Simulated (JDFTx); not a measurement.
# Mo (Im-3m) in JDFTx: convergence with energy threshold

Aim: find how far energy threshold must go before the results for Mo settle, at PBEsol. This setting moves, with any that are tied to it; all else stays.

Everything below comes from runs of JDFTx 1.7.0 (patched build). Logs are shortened: lines on timing, memory, paths and dates and some standing lists are left out, and cuts for length are marked. The log counts tension as positive stress, the text compression.

## (1) The structure

The structure is cubic, space group Im-3m (No. 229). The conventional cell has a = 3.168 Å, b = 3.168 Å, c = 3.168 Å, α = 90.00°, β = 90.00°, γ = 90.00°. Mo (site symmetry m-3m) has 8 Mo at 2.74 Å as nearest neighbours.

## (2) With energy threshold 0.001 Ha

Contents of Mo.in:

```
include Mo.lattice
coords-type Lattice
include Mo.ionpos

ion-species pseudo/Mo.upf
elec-cutoff 40
elec-ex-corr gga-PBEsol
kpoint-folding 12 12 12
elec-smearing Fermi 0.0018374661
elec-n-bands 13
electronic-SCF nIterations 100 energyDiffThreshold 0.001
electronic-minimize nIterations 30 energyDiffThreshold 1e-7
forces-output-coords Cartesian

dump-name run.$VAR
dump End Ecomponents EigStats BandEigs Kpoints Forces Stress
```

Contents of Mo.lattice:

```
lattice \
   -2.9929651906     2.9929651906     2.9929651906 \
    2.9929651906    -2.9929651906     2.9929651906 \
    2.9929651906     2.9929651906    -2.9929651906
```

Contents of Mo.ionpos:

```
ion Mo     0.0000000000     0.0000000000     0.0000000000 1
```

Potentials or basis: PseudoDojo-SR-PBEsol-0.4.1-standard.

Command:

```
$ jdftx -c 1 -i Mo.in -o Mo.out
```

Run time: 10 s. Hardware: 1 thread of Intel Xeon Platinum 8488C (Sapphire Rapids), shared host; peak memory 0.08 GiB.

What came out:

```yaml
Free_energy: -1864.0672 eV
Pressure: -9.5 GPa
Band_gap_on_the_k_mesh: none (metal or under the smearing width)
```

## (3) With energy threshold 0.0001 Ha

Edit Mo.in of step 2 so:

```diff
@@ -10,3 +10,3 @@
 elec-n-bands 13
-electronic-SCF nIterations 100 energyDiffThreshold 0.001
+electronic-SCF nIterations 100 energyDiffThreshold 0.0001
 electronic-minimize nIterations 30 energyDiffThreshold 1e-7
```

Mo.lattice is that of step 2.

Mo.ionpos is that of step 2.

Potentials or basis: PseudoDojo-SR-PBEsol-0.4.1-standard.

Command:

```
$ jdftx -c 1 -i Mo.in -o Mo.out
```

Run time: 11 s. Hardware: 1 thread of Intel Xeon Platinum 8488C (Sapphire Rapids), shared host; peak memory 0.07 GiB.

What came out:

```
Free energy            : -1864.0672 eV
Pressure               : -9.2 GPa
Band gap on the k mesh : none (metal or under the smearing width)
```

## (4) With energy threshold 1e-05 Ha

Edit Mo.in of step 3 so:

```diff
@@ -10,3 +10,3 @@
 elec-n-bands 13
-electronic-SCF nIterations 100 energyDiffThreshold 0.0001
+electronic-SCF nIterations 100 energyDiffThreshold 1e-05
 electronic-minimize nIterations 30 energyDiffThreshold 1e-7
```

Mo.lattice is that of step 3.

Mo.ionpos is that of step 3.

Command:

```
$ jdftx -c 1 -i Mo.in -o Mo.out
```

Wall time 11 s (1 thread of Intel Xeon Platinum 8488C (Sapphire Rapids), shared host); peak memory 0.08 GiB.

Results:

| Property | Result |
| --- | --- |
| Free energy | -1864.0672 eV |
| Pressure | -9.2 GPa |
| Band gap on the k mesh | none (metal or under the smearing width) |

## (5) With energy threshold 1e-06 Ha

Edit Mo.in of step 4 so:

```diff
@@ -10,3 +10,3 @@
 elec-n-bands 13
-electronic-SCF nIterations 100 energyDiffThreshold 1e-05
+electronic-SCF nIterations 100 energyDiffThreshold 1e-06
 electronic-minimize nIterations 30 energyDiffThreshold 1e-7
```

Mo.lattice is that of step 4.

Mo.ionpos is that of step 4.

Command:

```
$ jdftx -c 1 -i Mo.in -o Mo.out
```

Run time: 12 s. Hardware: 1 thread of Intel Xeon Platinum 8488C (Sapphire Rapids), shared host; peak memory 0.08 GiB.

Results:

* Free energy: -1864.0672 eV
* Pressure: -9.2 GPa
* Band gap on the k mesh: none (metal or under the smearing width)

## (6) With energy threshold 1e-07 Ha

Edit Mo.in of step 5 so:

```diff
@@ -10,3 +10,3 @@
 elec-n-bands 13
-electronic-SCF nIterations 100 energyDiffThreshold 1e-06
+electronic-SCF nIterations 100 energyDiffThreshold 1e-07
 electronic-minimize nIterations 30 energyDiffThreshold 1e-7
```

Mo.lattice is that of step 5.

Mo.ionpos is that of step 5.

Potentials or basis: PseudoDojo-SR-PBEsol-0.4.1-standard.

Command:

```
$ jdftx -c 1 -i Mo.in -o Mo.out
```

It took 13 s on 1 thread of Intel Xeon Platinum 8488C (Sapphire Rapids), shared host; peak memory 0.08 GiB.

Results (log left out):

| Quantity | Value |
| --- | --- |
| Free energy | -1864.0672 eV |
| Pressure | -9.2 GPa |
| Band gap on the k mesh | none (metal or under the smearing width) |

## (7) With energy threshold 1e-08 Ha

Edit Mo.in of step 6 so:

```diff
@@ -10,3 +10,3 @@
 elec-n-bands 13
-electronic-SCF nIterations 100 energyDiffThreshold 1e-07
+electronic-SCF nIterations 100 energyDiffThreshold 1e-08
 electronic-minimize nIterations 30 energyDiffThreshold 1e-7
```

Mo.lattice is that of step 6.

Mo.ionpos is that of step 6.

Command:

```
$ jdftx -c 1 -i Mo.in -o Mo.out
```

It took 16 s on 1 thread of Intel Xeon Platinum 8488C (Sapphire Rapids), shared host; peak memory 0.08 GiB.

It converged, with:

| Property | Result |
| --- | --- |
| Free energy | -1864.0672 eV |
| Pressure | -9.3 GPa |
| Band gap on the k mesh | none (metal or under the smearing width) |

## (8) With energy threshold 1e-10 Ha

Edit Mo.in of step 7 so:

```diff
@@ -10,3 +10,3 @@
 elec-n-bands 13
-electronic-SCF nIterations 100 energyDiffThreshold 1e-08
+electronic-SCF nIterations 100 energyDiffThreshold 1e-10
 electronic-minimize nIterations 30 energyDiffThreshold 1e-7
```

Mo.lattice is that of step 7.

Mo.ionpos is that of step 7.

Potentials or basis: PseudoDojo-SR-PBEsol-0.4.1-standard.

Command:

```
$ jdftx -c 1 -i Mo.in -o Mo.out
```

Standard output:

```text
*************** JDFTx 1.7.0 (patched build) ***************

Input parsed successfully to the following command list (including defaults):
[... the input with its defaults ...]

---------- Setting up symmetries ----------

Found 48 point-group symmetries of the bravais lattice
Found 48 space-group symmetries with basis
Applied RMS atom displacement 0 bohrs to make symmetries exact.

---------- Initializing the Grid ----------
R =
[     -2.99297      2.99297      2.99297  ]
[      2.99297     -2.99297      2.99297  ]
[      2.99297      2.99297     -2.99297  ]
unit cell volume = 107.242
G =
[ -7.29365e-18    1.04966    1.04966  ]
[    1.04966 -7.29365e-18    1.04966  ]
[    1.04966    1.04966 -7.29365e-18  ]
Minimum fftbox size, Smin = [  32  32  32  ]
Chosen fftbox size, S = [  32  32  32  ]

---------- Exchange Correlation functional ----------
Initalized PBEsol GGA exchange.
Initalized PBEsol GGA correlation.

---------- Setting up pseudopotentials ----------
Width of ionic core gaussian charges (only for fluid interactions / plotting) set to 0

Reading pseudopotential file 'pseudo/Mo.upf':
  'Mo' pseudopotential, 'PBESOL' functional
  Generated using ONCVPSP code by D. R. Hamann
  14 valence electrons, 4 orbitals, 6 projectors, 1001 radial grid points, with lMax = 2
    4S    l: 0   occupation:  2.0   eigenvalue: -2.363064
    4P    l: 1   occupation:  6.0   eigenvalue: -1.413234
    4D    l: 2   occupation:  5.0   eigenvalue: -0.138516
    5S    l: 0   occupation:  1.0   eigenvalue: -0.151378
  Core radius for overlap checks: 1.35 bohrs.

Initialized 1 species with 1 total atoms.

Folded 1 k-points by 12x12x12 to 1728 k-points.

---------- Setting up k-points, bands, fillings ----------
Reduced to 72 k-points under symmetry.
Computing the number of bands and number of electrons
Calculating initial fillings.
nElectrons:  14.000000   nBands: 13   nStates: 72

----- Setting up reduced wavefunction bases (one per k-point) -----
average nbasis = 1296.284 , ideal nbasis = 1295.833

---------- Setting up ewald sum ----------
Optimum gaussian width for ewald sums = 1.868743 bohr.
Real space sum over 2197 unit cells with max indices [  6  6  6  ]
Reciprocal space sum over 2197 terms with max indices [  6  6  6  ]

---------- Allocating electronic variables ----------
Initializing wave functions:  linear combination of atomic orbitals
Note: number of bands (13) exceeds available atomic orbitals (10)
Mo pseudo-atom occupations:   s ( 2 2 )  p ( 6 )  d ( 4 )
	FillingsUpdate:  mu: +0.775943846  nElectrons: 14.000000
LCAOMinimize: Iter:   0  F: -68.4832434888907926  |grad|_K:  2.500e-04  alpha:  1.000e+00
	FillingsUpdate:  mu: +0.772962198  nElectrons: 14.000000
LCAOMinimize: Iter:   1  F: -68.4835001986503471  |grad|_K:  1.044e-05  alpha:  6.781e-01  linmin: -2.685e-03  cgtest:  1.927e-02
	FillingsUpdate:  mu: +0.772978669  nElectrons: 14.000000
LCAOMinimize: Iter:   2  F: -68.4835008393149849  |grad|_K:  2.361e-07  alpha:  9.660e-01  linmin: -1.463e-02  cgtest: -3.108e-04
	FillingsUpdate:  mu: +0.772975911  nElectrons: 14.000000
LCAOMinimize: Iter:   3  F: -68.4835008395495777  |grad|_K:  1.881e-08  alpha:  6.930e-01  linmin:  4.827e-04  cgtest: -7.603e-03
LCAOMinimize: Converged (|Delta F|<1.000000e-06 for 2 iters).

-------- Electronic minimization -----------
Will mix electronic density at each iteration.
	FillingsUpdate:  mu: +0.772975911  nElectrons: 14.000000
	FillingsUpdate:  mu: +0.765530051  nElectrons: 14.000000
SCF: Cycle:  0   F: -68.503035258315165   dF: -1.953e-02   |Residual|: 2.054e-02   |deigs|: 4.505e-01
	FillingsUpdate:  mu: +0.764361612  nElectrons: 14.000000
SCF: Cycle:  1   F: -68.503196636889243   dF: -1.614e-04   |Residual|: 1.057e-02   |deigs|: 5.815e-03
	FillingsUpdate:  mu: +0.763599249  nElectrons: 14.000000
SCF: Cycle:  2   F: -68.503205886888409   dF: -9.250e-06   |Residual|: 6.894e-04   |deigs|: 1.128e-03
	FillingsUpdate:  mu: +0.763647108  nElectrons: 14.000000
SCF: Cycle:  3   F: -68.503206345916141   dF: -4.590e-07   |Residual|: 3.194e-04   |deigs|: 2.186e-04
	FillingsUpdate:  mu: +0.763657862  nElectrons: 14.000000
SCF: Cycle:  4   F: -68.503206416869759   dF: -7.095e-08   |Residual|: 7.129e-05   |deigs|: 1.109e-04
	FillingsUpdate:  mu: +0.763653671  nElectrons: 14.000000
SCF: Cycle:  5   F: -68.503206432059784   dF: -1.519e-08   |Residual|: 1.904e-05   |deigs|: 9.971e-05
	FillingsUpdate:  mu: +0.763651508  nElectrons: 14.000000
SCF: Cycle:  6   F: -68.503206435303085   dF: -3.243e-09   |Residual|: 1.174e-05   |deigs|: 1.227e-04
	FillingsUpdate:  mu: +0.763652915  nElectrons: 14.000000
SCF: Cycle:  7   F: -68.503206436113373   dF: -8.103e-10   |Residual|: 4.755e-06   |deigs|: 1.678e-04
	FillingsUpdate:  mu: +0.763652500  nElectrons: 14.000000
SCF: Cycle:  8   F: -68.503206436327858   dF: -2.145e-10   |Residual|: 2.045e-06   |deigs|: 2.435e-04
	FillingsUpdate:  mu: +0.763652215  nElectrons: 14.000000
SCF: Cycle:  9   F: -68.503206436389448   dF: -6.159e-11   |Residual|: 1.063e-05   |deigs|: 3.164e-04
	FillingsUpdate:  mu: +0.763652491  nElectrons: 14.000000
SCF: Cycle: 10   F: -68.503206436407694   dF: -1.825e-11   |Residual|: 1.787e-06   |deigs|: 1.607e-03
SCF: Converged (|Delta E|<1.000000e-10 for 2 iters).

Setting wave functions to eigenvectors of Hamiltonian

# Stress tensor in Cartesian coordinates [Eh/a0^3]:
[  0.000314849            0            0  ]
[            0  0.000314849            0  ]
[            0            0  0.000314849  ]

# Ionic positions in lattice coordinates:
ion Mo   0.000000000000000   0.000000000000000   0.000000000000000 1

# Forces in Cartesian coordinates:
force Mo   0.000000000000000   0.000000000000000  -0.000000000000000 1

# Energy components:
   Eewald =      -59.5805255557201789
       EH =        8.9749523064817360
     Eloc =      -40.1905672151600797
      Enl =        8.5750026632505261
      Exc =      -10.2333157067008962
 Exc_core =        1.7727669682428688
       KE =       22.1785717274707181
-------------------------------------
     Etot =      -68.5031148121352942
       TS =        0.0000916242724064
-------------------------------------
        F =      -68.5032064364076945

IonicMinimize: Iter:   0  F: -68.503206436407694  |grad|_K:  0.000e+00
IonicMinimize: Converged (|grad|_K<1.000000e-04).

#--- Lowdin population analysis ---
# oxidation-state Mo +0.074

Dumping 'run.eigStats' ...
	eMin: -1.483656 at state 0 ( [ +0.000000 +0.000000 +0.000000 ] spin 0 )
	HOMO: +0.762654 at state 38 ( [ +0.083333 +0.500000 +0.500000 ] spin 0 )
	mu  : +0.763652
	LUMO: +0.765855 at state 59 ( [ +0.250000 +0.333333 -0.333333 ] spin 0 )
	eMax: +1.523715 at state 4 ( [ +0.000000 +0.000000 +0.333333 ] spin 0 )
	HOMO-LUMO gap: +0.003202
	Optical gap  : +0.019631 at state 59 ( [ +0.250000 +0.333333 -0.333333 ] spin 0 )
Done!
```

Run time: 19 s. Hardware: 1 thread of Intel Xeon Platinum 8488C (Sapphire Rapids), shared host; peak memory 0.08 GiB.

What came out:

```yaml
Free_energy: -1864.0672 eV
Pressure: -9.3 GPa
Band_gap_on_the_k_mesh: none (metal or under the smearing width)
```

## (9) Result

```csv
energy threshold,"energy less the tightest run, at zero smearing (meV/atom)",pressure (GPa),SCF cycles,CPU time (s),peak memory (GiB)
0.001 Ha,0.02,-9.51,3,10,0.08
0.0001 Ha,0.00,-9.22,4,11,0.07
1e-05 Ha,0.00,-9.22,4,11,0.08
1e-06 Ha,0.00,-9.22,5,12,0.08
1e-07 Ha,0.00,-9.25,6,13,0.08
1e-08 Ha,0.00,-9.26,8,16,0.08
1e-10 Ha,0.00,-9.26,11,19,0.08
```

Against the tightest run, the energy stays within 1 meV/atom from 0.001 Ha on; the pressure stays within 0.1 GPa from 0.0001 Ha on. The tightest run that finished is the yardstick and may itself not be fully converged.
